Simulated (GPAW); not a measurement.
Crystal: InP.

```
In P
1.0
     0.00000    2.93050    2.93050
     2.93050    0.00000    2.93050
     2.93050    2.93050    0.00000
In P
1 1
Direct
  0.00000 0.00000 0.00000
  0.75000 0.75000 0.75000
```

Base run:

| Quantity | Value |
| --- | --- |
| Program | GPAW 26.7.0 |
| Functional | BLYP |
| Potentials or basis | PAW data sets generated in the run's folder for this functional |
| Cutoff | 600 eV |
| Basis | pw |
| k mesh | 8 × 8 × 8 |
| Occupations | fermi-dirac, width 0.05 eV |
| Spin | no spin polarisation |

Its results: band gap on the k mesh 0.60 eV, direct; pressure 6.4 GPa.

Q: The run is repeated on the same cell with these changes: functional from BLYP to PBEsol; band points from 60 to 80. What comes out?

A: Band gap on the k mesh 0.61 eV, direct; pressure 0.4 GPa.

Caveats: spin-orbit coupling is left out, which moves the levels of the heavy elements.
